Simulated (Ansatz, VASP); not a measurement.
# Ru in VASP and in Ansatz

The input INCAR:

```
SYSTEM = Ru
ALGO = Fast
EDIFF = 1E-7
ENCUT = 520
GGA = PE
ISIF = 2
ISMEAR = -1
LASPH = .True.
LCHARG = .False.
LREAL = .False.
LWAVE = .False.
NBANDS = 21
NELM = 60
PREC = Accurate
SIGMA = 0.05
```

KPOINTS

```
k-points
0
Gamma
  11 11 6
  0 0 0
```

The input POSCAR:

```
Ru
1.0
    2.7058000000      0.0000000000      0.0000000000
   -1.3529000000      2.3432915376      0.0000000000
    0.0000000000      0.0000000000      4.2819000000
Ru
2
Direct
    0.6723620000      0.3438460000      0.7451840000
    0.3215740000      0.6804310000      0.2436670000
```

File input.yaml:

```yaml
crystal:
  lattice:
    - [2.7058, 0.0, 0.0]
    - [-1.3529, 2.3432915376, 0.0]
    - [0.0, 0.0, 4.2819]
  atoms:
    - { symbol: Ru, position: [0.672362, 0.343846, 0.745184] }
    - { symbol: Ru, position: [0.321574, 0.680431, 0.243667] }
kpoints:
  mp_grid: { grid: [11, 11, 6] }
scf:
  occupations: { method: fermi_dirac, width: 0.05 }
hamiltonian:
  xc: pbe
  pseudopotentials: { kind: all_electron, lapw: { basis_error: 0.001 } }
output:
  forces: true
  stress: true
  eigenvalues: true
  populations: true
```

Change from the starting cell: atoms moved at random, drawn with an rms of 0.05 Å.

Alike in both runs: task single point; functional PBE; k mesh 11 × 11 × 6; occupations fermi-dirac, width 0.05 eV; no spin polarisation.

|  | VASP | Ansatz |
| --- | --- | --- |
| version | VASP 6.6.1 | Ansatz 0.2.0 |
| potentials or method | VASP PAW PBE potentials, release 64 (Ru_pv) | all-electron LAPW, scalar-relativistic |
| plane-wave cutoff (eV) | 520 | see its input |

VASP gave:

- gap on the k mesh at the Fermi level (eV): none
- pressure (GPa): 4.6
- largest component of the traceless stress (GPa): 1.04
- rms of the force components (eV/Å): 0.202

Problem. Estimate Ansatz's values.

Solution. gap on the k mesh at the Fermi level (eV): none; pressure (GPa): 4.6; largest component of the traceless stress (GPa): 1.03; rms of the force components (eV/Å): 0.202.

Atom by atom the forces differ by 0.001 eV/Å (rms over components). A gap of «none» marks a metal or a gap that the smearing closes. Ansatz ran all-electron here, so the differences hold the error of VASP's frozen core and of both bases.
